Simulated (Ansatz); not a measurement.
**HgSe: pressure against volume**

HgSe, F-43m, a = 6.260 Å. Ansatz: PBE, PAW, 420 eV, Γ-centred 12×12×12 mesh on 2 atoms, Gaussian smearing 0.10 eV; no spin polarisation. Symmetry fixes shape and atoms, so the cell is only scaled; pressure is positive in compression.

| V (Å³/atom) | P (GPa) |
| --- | --- |
| 26.988 | ? |
| 27.908 | 5.08 |
| 28.828 | 3.07 |
| 29.748 | 1.39 |
| 30.668 | -0.01 |
| 31.588 | -1.17 |
| 32.508 | -2.14 |
| 33.735 | -3.19 |

Task: Take V0 = 30.668 Å³/atom, count pressures from its P0 = -0.01 GPa, fit the third-order Birch–Murnaghan form to the other rows, and predict the missing pressure.

Result: With the Eulerian strain f = ½[(V0/V)^(2/3) − 1] and y = (P − P0)/[3f(1 + 2f)^(5/2)], the form is the line y = B0 + 1.5 B0 (B0′ − 4) f. Rows (f, y): 0.03244, 44.7; 0.02106, 44.0; 0.01026, 43.2; -0.00976, 41.6; -0.01905, 41.1; -0.03078, 40.4. Means f = 0.0006950, y = 42.500; Σ(Δf)² = 0.003004, ΣΔfΔy = 0.2102; the slope is their ratio. y = 42.45 + 69.99 f GPa, so B0 = 42.5 GPa and B0′ = 4 + 2 × (69.99)/(3 × 42.45) = 5.10. At V = 26.988, f = 0.04448, y = 45.56 and P = 7.51 GPa. The run gave 7.49 GPa, so the fit is 0.02 GPa too high, a small miss on the scale of the series.

Spin–orbit coupling is left out, which can shift energies with elements as heavy as these.